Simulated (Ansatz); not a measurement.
Input of an Ansatz 0.2.0 run:

Contents of input.yaml:

```yaml
crystal:
  lattice:
    - [0.0, 2.269, 2.269]
    - [2.269, 0.0, 2.269]
    - [2.269, 2.269, 0.0]
  atoms:
    - { symbol: P, position: [0.75, 0.75, 0.75] }
    - { symbol: B, position: [0.0, 0.0, 0.0] }
kpoints:
  mp_grid: { grid: [10, 10, 10] }
scf:
  occupations: { method: fermi_dirac, width: 0.05 }
hamiltonian:
  xc: pbesol
  pseudopotentials: { kind: all_electron, lapw: { basis_error: 0.001 } }
output:
  forces: true
  stress: true
relax:
  f_tol: 0.02
  max_steps: 60
  cell: { p_target: 10 }
```

Potentials or basis: all-electron LAPW, scalar-relativistic.

Run with:

```console
$ ansatz run input.yaml --threads 1 --pin off --max-ram 3072MiB --backend cpu --events-out ev --progress --plain --runs-dir out
```

**Question.** What does it give for the relaxed volume?

**Answer.** 10.94 Å³/atom.

**Question.** Estimate the band gap on the k mesh.

**Answer.** 1.05 eV.

The path:
```tsv
step	energy change (eV)	largest force (eV/Å)	volume (Å³)
1	0.0000	0.0000	23.36
2	0.0082	0.0000	22.44
3	0.0372	0.0000	21.83
4	0.0340	0.0000	21.88
5	0.0340	0.0000	21.88
```

A k mesh can miss the band edges. Expect the measured gap to be larger: semilocal functionals such as PBEsol lack the derivative discontinuity.
